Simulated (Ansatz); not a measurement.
**Stability checks on a candidate for MgH2**

The cell was found from a structure generator's guess, not taken from experiment.

Level of theory: Ansatz 0.2.0, DFT PBE, scalar-relativistic, plane waves, PAW. Plane waves to 420 eV, an 8×8×8 mesh through Γ for the 6-atom cell and 0.02 eV Gaussian smearing; no spin polarisation.

```
Mg H
1.0
    -1.90417    1.90417    4.73230
     1.90417   -1.90417    4.73230
     1.90417    1.90417   -4.73230
Mg H
2 4
Direct
  0.00000 0.00000 0.00000
  0.75000 0.25000 0.50000
  0.78992 0.78992 0.00000
  0.96008 0.46008 0.50000
  0.53992 0.03992 0.50000
  0.21008 0.21008 0.00000
```

Formation energies are uncorrected and refer to the elements' standard structures at the same level (H₂ as a molecule).

Task: These tests were run: energy against the elements; random kick, then relaxation without symmetry; phonons at Γ. What do they show?

Result:

| test | result |
| --- | --- |
| energy against the elements | −0.152 eV/atom |
| random kick, then relaxation without symmetry | returns |
| phonons at Γ | lowest optical mode 202 cm⁻¹ |

It fails none of these tests. Other phases of the system weren't compared here, so this isn't yet thermodynamic stability. Phonons away from Γ weren't computed.

With hydrogen, zero-point motion can shift formation energies by some tens of meV/atom. The kick test ran on a coarse mesh. The run for the phonons used an 8×8×8 k mesh.
